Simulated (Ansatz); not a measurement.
Zinc-blende InN (metastable phase), treated with HSE06 (Ansatz, a quantum-chemistry and plane-wave program, PAW).

Settings: plane-wave cutoff 460 eV, 10×10×10 k mesh, Fermi–Dirac smearing 0.01 eV, scalar-relativistic PAW data made under PBE.

Computed points:

```tsv
V (Å³/atom)	E − E_lowest (meV/atom)	P (GPa)
14.694	19.13	8.36
15.081	4.42	3.93
15.575	0.00	-0.92
15.854	3.71	-3.30
16.241	15.30	-6.24
```

Question: Estimate the bulk modulus and its pressure derivative from these points.

Answer: V0 = 15.475 Å³/atom, B0 = 144 GPa, B′ = 4.5 (fit to the energies at full precision).

Measured, for comparison: equilibrium volume per atom 15.72 Å³/atom (temperature not stated, not corrected to a static lattice, epilayer on 3C-SiC; as tabulated in Schörmann, As, Lischka, Schley, Goldhahn et al., Appl. Phys. Lett. 89, 261903 …). Computed (rounded) less measured: equilibrium volume per atom -1.6 %. A static lattice is as a rule a little smaller and stiffer than an uncorrected measurement, which narrows the difference in the equilibrium volume per atom and would widen misses of the other sign.

Spin–orbit coupling is not included.

Static lattice: no zero-point or thermal effects.
